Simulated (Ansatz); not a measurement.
# TiS₂: stiffness from a series of strains

```xyz
3
Lattice="3.4120 0.0000 0.0000 -1.7060 2.9549 0.0000 0.0000 0.0000 5.6950" Properties=species:S:1:pos:R:3 pbc="T T T"
Ti    0.0000    0.0000    0.0000
S     0.0000    1.9699    1.4238
S     1.7060    0.9850    4.2713
```

Atom numbers follow the list: Ti1, S2, S3.

The cell comes from COD entry 1537865, which wasn't checked; take it as a given geometry. It is an old determination, and later ones may differ.

Theory: DFT, LDA, all-electron LAPW, scalar-relativistic (Ansatz 0.2.0).

Settings: a Γ-centred 12×12×7 k mesh, Fermi–Dirac smearing of 0.05 eV, basis error target 1 meV/atom, no spin polarisation.

The strain is applied along the Cartesian axes of the cell as listed (the other components stay zero). Fractional coordinates are held (clamped ions).

σ is the change of stress from the unstrained cell, which is at -6.26 GPa; tension is positive, so slopes are stress–strain coefficients at that pressure. In a metal the k mesh adds noise.

Only quantities that a quadratic follows smoothly over the whole series are listed; rougher ones are left out.

| εxx = εyy | σzz (GPa) | σxx (GPa) |
| --- | --- | --- |
| -0.0200 | -2.62 | -4.41 |
| 0.0000 | 0.00 | 0.00 |
| 0.0100 | 1.12 | 1.90 |
| 0.0200 | 2.12 | 3.64 |

Q: Fit the series and read off the stiffness at zero strain.

A: Least-squares fits y = p0 + p1 x + p2 x² to the rows give σzz (GPa): p1 = 118, p2 = -620; σxx (GPa): p1 = 201, p2 = -950. So C13 + C23 = 118 GPa and C11 + C12 = 201 GPa, for these axes.

Q: One run, at εxx = εyy = -0.0100, is withheld. Predict its row.

A: The fits give -1.25, -2.11; the run gave -1.25, -2.09.
